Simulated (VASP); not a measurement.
VASP 6.6.1, PBE single-point calculation, Te2Mo (strained 2H (MoS2) bulk)

INCAR

```
EDIFF = 1E-7
ISMEAR = -1
SIGMA = 0.02
NELM = 120
NBANDS = 35
LWAVE = .FALSE.
NSW = 0
LASPH = .TRUE.
GGA = PE
LREAL = .FALSE.
ISIF = 2
IBRION = -1
ENCUT = 520
PREC = Accurate
LCHARG = .FALSE.
```

KPOINTS

```
KPOINTS created by Atomic Simulation Environment
0
Gamma
12 12 2
0 0 0
```

KPOINTS_OPT

```
special points
7
Reciprocal
0.0000000000 0.0000000000 0.0000000000 1
0.5000000000 0.0000000000 0.0000000000 1
0.3333333333 0.3333333333 0.0000000000 1
0.0000000000 0.0000000000 0.5000000000 1
0.5000000000 0.0000000000 0.5000000000 1
0.3333333333 0.3333333333 0.5000000000 1
0.3307290000 0.3307290000 0.0000000000 1
```

POSCAR

```
Mo Te
 1.0000000000000000
     3.6129737683762162    0.0000000000000000    0.0000000000000000
    -1.8064868841881081    3.1289270666205975    0.0000000000000000
     0.0000000000000000    0.0000000000000000   14.4602054055000000
 Mo  Te
   2   4
Cartesian
 -0.0000000000000000  2.0859513777470648  3.6150513513750000
  1.8064868841881079  1.0429756888735324 10.8451540541250004
  1.8064868841881079  1.0429756888735324  5.3884036089710738
  1.8064868841881079  1.0429756888735324  1.8416990937789246
 -0.0000000000000000  2.0859513777470648 12.6185063117210721
 -0.0000000000000000  2.0859513777470648  9.0718017965289235
```

VASP ran with the recommended PBE PAW datasets (52 valence electrons in the cell).

Command

```
mpirun -np 1 vasp_std
```

From OUTCAR

```
k-points           NKPTS =     38   k-points in BZ     NKDIM =     38   number of bands    NBANDS=     35

   NELECT =      52.0000    total number of electrons

   dimension x,y,z NGX =    28 NGY =   28 NGZ =  108
   dimension x,y,z NGXF=    56 NGYF=   56 NGZF=  216

  energy-cutoff  :      520.00
  volume of cell :      163.47
      direct lattice vectors                 reciprocal lattice vectors
     3.612973768  0.000000000  0.000000000     0.276780310  0.159799187  0.000000000
    -1.806486884  3.128927067  0.000000000     0.000000000  0.319598373  0.000000000
     0.000000000  0.000000000 14.460205405     0.000000000  0.000000000  0.069155311

 k-points in reciprocal lattice and weights: KPOINTS created by Atomic Simulation Env
   0.00000000  0.00000000  0.00000000       0.003
   0.08333333  0.00000000  0.00000000       0.021
   0.16666667  0.00000000  0.00000000       0.021
   0.25000000  0.00000000  0.00000000       0.021
   0.33333333  0.00000000  0.00000000       0.021
   0.41666667  0.00000000  0.00000000       0.021
   0.50000000  0.00000000  0.00000000       0.010
   0.08333333  0.08333333  0.00000000       0.021
   ...

 E-fermi :   7.4241

 k-point     1 :       0.0000    0.0000    0.0000
  band No.  band energies     occupation
      1     -53.8254      2.00000
      2     -53.8253      2.00000
      3     -27.9402      2.00000
      4     -27.9402      2.00000
      5     -27.8887      2.00000
      6     -27.8887      2.00000
      7     -27.8887      2.00000
      8     -27.8887      2.00000
      9      -5.6244      2.00000
     10      -5.4491      2.00000
     11      -4.6746      2.00000
     12      -4.3841      2.00000
     13       1.5996      2.00000
     14       2.5066      2.00000
     15       4.5077      2.00000
     16       5.0937      2.00000
     17       5.0937      2.00000
     18       5.1033      2.00000
     19       5.1033      2.00000
     20       5.8863      2.00000
     21       5.8863      2.00000
     22       5.9081      2.00000
     23       5.9081      2.00000
     24       6.3077      2.00000
     25       6.6343      2.00000
     26       7.0962      2.00000
     27       9.7398      0.00000
     28       9.7398      0.00000
     29       9.8123      0.00000
     30       9.8123      0.00000
     31      10.0017      0.00000
     32      10.0017      0.00000
     33      10.1497      0.00000
     34      10.1497      0.00000
     35      12.2248      0.00000

 k-point     2 :       0.0833    0.0000    0.0000
  band No.  band energies     occupation
      1     -53.8249      2.00000
      2     -53.8249      2.00000
      3     -27.9387      2.00000
      4     -27.9387      2.00000
      5     -27.8953      2.00000
      6     -27.8953      2.00000
      7     -27.8903      2.00000
      8     -27.8903      2.00000
      9      -5.5363      2.00000
     10      -5.3619      2.00000
     11      -4.6128      2.00000
     12      -4.3281      2.00000
     13       1.6985      2.00000
     14       2.6007      2.00000
     15       4.4198      2.00000
     16       4.8873      2.00000
     17       4.9036      2.00000
     18       5.1643      2.00000
     19       5.1778      2.00000
     20       5.5608      2.00000
     21       5.7631      2.00000
     22       5.7891      2.00000
     23       5.9281      2.00000
     24       6.3164      2.00000
     25       6.8114      2.00000
     26       6.9985      2.00000
     27       9.4281      0.00000
     28       9.4647      0.00000
     29       9.5970      0.00000
     30       9.6658      0.00000
     31       9.7972      0.00000
     32       9.8098      0.00000
     33       9.9230      0.00000
     34       9.9694      0.00000
     35      12.6830      0.00000

 k-point     3 :       0.1667    0.0000    0.0000
  band No.  band energies     occupation
      1     -53.8237      2.00000
      2     -53.8237      2.00000
      3     -27.9348      2.00000
      4     -27.9347      2.00000
      5     -27.9133      2.00000
      6     -27.9133      2.00000
      7     -27.8944      2.00000
      8     -27.8944      2.00000
      9      -5.2806      2.00000
     10      -5.1103      2.00000
     11      -4.4339      2.00000
     12      -4.1672      2.00000
     13       1.9746      2.00000
     14       2.8539      2.00000
     15       4.1817      2.00000
     16       4.3355      2.00000
     17       4.3823      2.00000
     18       4.9569      2.00000
     19       5.3649      2.00000
     20       5.3894      2.00000
     21       5.4612      2.00000
     22       5.4966      2.00000
     23       5.8497      2.00000
     24       6.2957      2.00000
     25       6.6782      2.00000
     26       6.7408      2.00000
     27       8.7642      0.00000
     28       8.9576      0.00000
     29       9.1032      0.00000
     30       9.2170      0.00000
     31       9.3371      0.00000
     32       9.5304      0.00000
     33       9.9748      0.00000
     34      10.1644      0.00000
     35      13.1110      0.00000

 k-point     4 :       0.2500    0.0000    0.0000
  band No.  band energies     occupation
      1     -53.8220      2.00000
      2     -53.8220      2.00000
      3     -27.9377      2.00000
      4     -27.9377      2.00000
      5     -27.9293      2.00000
      6     -27.9293      2.00000
      7     -27.9001      2.00000
      8     -27.9001      2.00000
      9      -4.8875      2.00000
     10      -4.7269      2.00000
     11      -4.1601      2.00000
     12      -3.9250      2.00000
     13       2.3386      2.00000
     14       3.0910      2.00000
     15       3.6013      2.00000
     16       3.7721      2.00000
     17       3.7838      2.00000
     18       4.2169      2.00000
     19       5.1074      2.00000
     20       5.1525      2.00000
     21       5.5720      2.00000
     22       5.6575      2.00000
     23       5.7025      2.00000
     24       6.1380      2.00000
     25       6.2533      2.00000
     26       6.2920      2.00000
     27       8.2562      0.00000
     28       8.7969      0.00000
     29       8.8438      0.00000
     30       8.8847      0.00000
     31       9.0247      0.00000
     32       9.5867      0.00000
     33      10.1350      0.00000
     34      10.4047      0.00000
     35      13.1120      0.00000

 k-point     5 :       0.3333    0.0000    0.0000
  band No.  band energies     occupation
      1     -53.8203      2.00000
      2     -53.8203      2.00000
      3     -27.9621      2.00000
      4     -27.9621      2.00000
      5     -27.9239      2.00000
      6     -27.9239      2.00000
      7     -27.9059      2.00000
      8     -27.9059      2.00000
      9      -4.4197      2.00000
     10      -4.2800      2.00000
     11      -3.8383      2.00000
     12      -3.6510      2.00000
     13       2.3724      2.00000
     14       2.6357      2.00000
     15       3.1613      2.00000
     16       3.2325      2.00000
     17       3.4359      2.00000
     18       3.7262      2.00000
     19       4.7997      2.00000
     20       4.8523      2.00000
     21       5.3477      2.00000
     22       5.8810      2.00000
     23       5.9255      2.00000
     24       5.9733      2.00000
     25       6.0539      2.00000
     26       6.0695      2.00000
     27       8.1891      0.00000
     28       8.4473      0.00000
     29       8.5842      0.00000
     30       8.6829      0.00000
     31       9.1739      0.00000
     32      10.1589      0.00000
     33      10.2379      0.00000
     34      10.5752      0.00000
     35      11.9692      0.00000

 k-point     6 :       0.4167    0.0000    0.0000
  band No.  band energies     occupation
      1     -53.8191      2.00000
      2     -53.8191      2.00000
      3     -27.9798      2.00000
      4     -27.9798      2.00000
      5     -27.9199      2.00000
      6     -27.9199      2.00000
      7     -27.9100      2.00000
      8     -27.9100      2.00000
      9      -3.9979      2.00000
     10      -3.8949      2.00000
     11      -3.5528      2.00000
     12      -3.4287      2.00000
     13       1.8388      2.00000
     14       2.0168      2.00000
     15       2.7293      2.00000
     16       2.8294      2.00000
     17       3.2844      2.00000
     18       3.8215      2.00000
     19       4.5959      2.00000
     20       4.6531      2.00000
     21       5.3031      2.00000
     22       5.6033      2.00000
     23       5.9897      2.00000
     24       6.1519      2.00000
     25       6.2191      2.00000
     26       6.3478      2.00000
     27       8.2055      0.00000
     28       8.2808      0.00000
     29       8.3234      0.00000
     30       8.6231      0.00000
     31       9.5202      0.00000
     32      10.2862      0.00000
     33      10.6291      0.00000
     34      10.6674      0.00000
     35      10.9619      0.00000

 ...

  Total       -1.5477637     -1.5477637      1.7755348      0.0000000      0.0000000      0.0000000
  in kB      -15.1698236    -15.1698236     17.4022359      0.0000000      0.0000000      0.0000000
  external PRESSURE =      -4.3124704 kB  Pullay stress =       0.0000000 kB

 POSITION                                       TOTAL-FORCE (eV/Angst)
 -----------------------------------------------------------------------------------
      0.00000      2.08595      3.61505         0.000000     -0.000000     -0.000000
      1.80649      1.04298     10.84515        -0.000000      0.000000     -0.000000
      1.80649      1.04298      5.38840        -0.000000      0.000000      0.185645
      1.80649      1.04298      1.84170        -0.000000      0.000000     -0.185645
      0.00000      2.08595     12.61851         0.000000     -0.000000      0.185645
      0.00000      2.08595      9.07180         0.000000     -0.000000     -0.185645
 -----------------------------------------------------------------------------------
    total drift:                               -0.000000     -0.000000     -0.000000

  FREE ENERGIE OF THE ION-ELECTRON SYSTEM (eV)
  ---------------------------------------------------
  free  energy   TOTEN  =       -36.0258426705 eV

  energy  without entropy=      -36.0258426701  energy(sigma->0) =      -36.02584267
```

* gap between bands v and c: 0.69 eV
* least direct gap: 0.88 eV
* pressure: -0.4 GPa
* largest force: 0.19 eV/Å

Band v is the last that the valence electrons fill when counted band by band, and c is the next.

The run took about 3.8 min on one core of a shared host (Intel Xeon Platinum 8488C) and held 0.45 GiB at most.
